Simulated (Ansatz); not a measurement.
Crystal: InSe.

```xyz
4
Lattice="2.0000 1.1547 8.4400 -2.0000 1.1547 8.4400 0.0000 -2.3094 8.4400" Properties=species:S:1:pos:R:3 pbc="T T T"
In    0.0000    0.0000   22.4994
In    0.0000    0.0000    0.0000
Se    0.0000    0.0000    4.3525
Se    0.0000    0.0000    9.7102
```

| Quantity | Value |
| --- | --- |
| Program | Ansatz 0.2.0 |
| Task | single point |
| Functional | PBEsol |
| Potentials or basis | all-electron LAPW, scalar-relativistic |
| Cutoff | 273 eV (chosen from the basis error) |
| Basis error allowed | 0.001 eV/atom |
| k mesh | 8 × 8 × 8 |
| Occupations | fermi-dirac, width 0.05 eV |
| Spin | no spin polarisation |

On this cell: pressure 0.2 GPa; largest force 0.300 eV/Å; band gap on the k mesh 0.35 eV, direct.

The same run follows on a disturbed copy (atoms moved at random, drawn with an rms of 0.05 Å):

```
In Se
1.0
     2.00000    1.15470    8.44000
    -2.00000    1.15470    8.44000
     0.00000   -2.30940    8.44000
In Se
2 2
Direct
  0.90263 0.88376 0.88154
  0.98127 0.99704 0.01686
  0.15968 0.17080 0.18013
  0.38667 0.37250 0.38690
```

Task: What does the disturbed cell give?

Result: The energy moves by +8.0 meV/atom; pressure 0.0 GPa; largest force 0.462 eV/Å; band gap on the k mesh 0.44 eV, direct.

Forces on the atoms (eV/Å):
```
In  -0.219 -0.271 -0.303
In   0.332  0.244 -0.032
Se   0.229  0.266  0.252
Se  -0.342 -0.239  0.083
```

Stress tensor (GPa, compression positive):
```
-0.03  0.14 -0.99
 0.14 -0.02 -0.85
-0.99 -0.85 -0.06
```

Caveats: spin-orbit coupling is left out, which moves the levels of the heavy elements.

A k mesh can miss the band edges.
